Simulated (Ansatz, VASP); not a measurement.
# One calculation of SiC, two programs

```
CELL_PARAMETERS angstrom
3.07569 0.00000 0.00000
-1.53785 2.66363 0.00000
0.00000 0.00000 10.07065
ATOMIC_POSITIONS crystal
Si 0.00000 0.00000 0.18789
Si 0.00000 0.00000 0.68789
Si 0.33333 0.66667 0.43784
Si 0.66667 0.33333 0.93784
C 0.00000 0.00000 0.00046
C 0.00000 0.00000 0.50046
C 0.33333 0.66667 0.24980
C 0.66667 0.33333 0.74980
```

The cell is a database's computed one.

Alike in both runs: task relaxation of cell and atoms; functional PBE; dispersion D3(BJ); k mesh 10 × 10 × 3; occupations fermi-dirac, width 0.05 eV; no spin polarisation.

|  | VASP | Ansatz |
| --- | --- | --- |
| version | VASP 6.6.1 | Ansatz 0.2.0 |
| potentials or method | VASP PAW PBE potentials, release 64 (Si, C) | Ansatz PAW |
| plane-wave cutoff (eV) | 600 | 420 |
| valence electrons in the cell | 32 | 32 |

Ansatz gave:

```
relaxed volume (Å³/atom)                                     : 10.28
relaxed cell length with the largest relative difference (Å) : 3.072
```

Q: What did VASP give for the same quantities?

A: Relaxed volume (Å³/atom): 10.27; relaxed cell length with the largest relative difference (Å): 3.071.

Caveats: an odd mesh through Γ misses points on the zone boundary, where band edges often lie (VASP); odd divisions of the mesh miss points on the zone boundary, where band edges often lie, so the gap on the mesh can be too wide (Ansatz); the plane-wave basis is chosen anew once the cell has moved, so the energies of steps on either side of that aren't comparable (Ansatz). PBE gaps usually lie below the measured ones, often by a third to a half.
